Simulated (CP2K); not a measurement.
Runs of CP2K 2026.2 on SnTe. The structure is cubic, space group Fm-3m (No. 225). Conventional cell: a = 6.302 Å, b = 6.302 Å, c = 6.302 Å, α = 90.00°, β = 90.00°, γ = 90.00°. Around Te (site symmetry m-3m) lie 6 Sn at 3.15 Å. Around Sn (site symmetry m-3m) lie 6 Te at 3.15 Å. 

```csv
task,level,potentials or basis,cell,NGRIDS,EXTRAPOLATION,optimiser,most steps,KEEP_SPACE_GROUP,pressure (GPa),relaxed volume (Å³/atom)
relaxation of cell and atoms,revPBE,"POTENTIAL_UZH Te GTH-PBE-q6, Sn GTH-PBE-q4; TZVP-MOLOPT-PBE-GTH basis",relaxed,5,USE_PREV_P,BFGS,40,yes,0.0,33.75
relaxation of cell and atoms,RPBE,"POTENTIAL_UZH Te GTH-PBE-q6, Sn GTH-PBE-q4; TZVP-MOLOPT-PBE-GTH basis",relaxed,5,USE_PREV_P,BFGS,40,yes,0.0,33.89
band structure,revPBE,"POTENTIAL_UZH Te GTH-PBE-q6, Sn GTH-PBE-q4; TZVP-MOLOPT-PBE-GTH basis",as given,4,-,-,-,-,3.4,-
band structure,BLYP,"GTH_POTENTIALS Te GTH-BLYP-q6, Sn GTH-PBE-q4; TZVP-MOLOPT-PBE-GTH basis",as given,5,-,-,-,-,(a),-
```

Alike in all rows: no spin polarisation; k mesh 7 × 7 × 7; smearing fermi-dirac 0.05 eV.

Q: Estimate the missing entries.

A: (a) 6.5.

Caveats: the potentials were made for another functional, which shifts forces and pressure; the basis of atomic orbitals isn't converged, which shifts pressures, moduli and gaps; the real-space grid breaks the cell's symmetry a little (some runs).
